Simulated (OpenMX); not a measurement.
Crystal: Ta2N.

```
Ta N
1.0
     3.11286    0.00000    0.00000
    -1.55643    2.69582    0.00000
     0.00000    0.00000    4.86984
Ta N
2 1
Cartesian
  0.0000 1.7972 1.2404
  1.5564 0.8986 3.6294
  0.0000 0.0000 0.0000
```

The cell comes from a database or a generator and needn't be the stable form of this composition.

| Property | Result |
| --- | --- |
| Program | OpenMX 3.8.5 |
| Task | single point |
| Functional | PBE |
| Potentials or basis | OpenMX 2013 PBE set, Ta7.0-s3p2d2f1, N6.0-s2p2d1, grid cutoff 400 Ry |
| k mesh | 11 × 11 × 7 |
| Occupations | fermi-dirac, width 0.05 eV |
| Spin | no spin polarisation |

On this cell: pressure -3.3 GPa; largest force 0.109 eV/Å; band gap on the k mesh none (metal or under the smearing width).

The same run follows on a disturbed copy (atoms moved at random, drawn with an rms of 0.05 Å):

```xyz
3
Lattice="3.1129 0.0000 0.0000 -1.5564 2.6958 0.0000 0.0000 0.0000 4.8698" Properties=species:S:1:pos:R:3 pbc="T T T"
Ta   -0.0066    1.7615    1.2238
Ta    1.6174    0.9226    3.6193
N    -0.0143    0.0159    0.0193
```

Question: What changes?

Answer: The energy (extrapolated to zero smearing) moves by +10.9 meV/atom; pressure -2.6 GPa; largest force 0.803 eV/Å; band gap on the k mesh none (metal or under the smearing width).

Forces on the atoms (eV/Å):
```
Ta  -0.054  0.407  0.302
Ta  -0.442 -0.002  0.181
N    0.494 -0.401 -0.490
```

Caveats: the basis of atomic orbitals isn't converged, which shifts pressures, moduli and gaps.
